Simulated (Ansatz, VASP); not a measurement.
# Two plane-wave programs on Ba3HfO

```
CELL_PARAMETERS angstrom
5.83966 0.00000 0.00000
0.00000 5.83966 0.00000
0.00000 0.00000 6.63011
ATOMIC_POSITIONS crystal
Ba 0.50000 0.00000 0.50000
Ba 0.00000 0.50000 0.50000
Ba 0.00000 0.00000 0.00000
Hf 0.00000 0.00000 0.50000
O 0.50000 0.50000 0.50000
```

Alike in both runs: functional PBE; k mesh 4 × 4 × 4; occupations gaussian, width 0.1 eV; no spin polarisation.

Ansatz relaxed the structure, and its values are those at the end. VASP's run is a single point on that final structure, the one shown.

|  | VASP | Ansatz |
| --- | --- | --- |
| version | VASP 6.6.1 | Ansatz 0.2.0 |
| potentials or method | VASP PAW PBE potentials, release 64 (Ba_sv, Hf_pv, O) | scalar-relativistic, plane waves, PAW |
| plane-wave cutoff (eV) | 520 | 420 |
| valence electrons in the cell | 46 | 62 |

```csv
,VASP,Ansatz,Ansatz less VASP
gap on the k mesh at the Fermi level (eV),none,none,-
pressure (GPa),0.8,0.2,-0.58
```

A gap of «none» marks a metal or a gap that the smearing closes. The two sets of potentials don't hold the same shells in valence.

Spin-orbit coupling is left out, which matters for the levels of Ba, Hf.
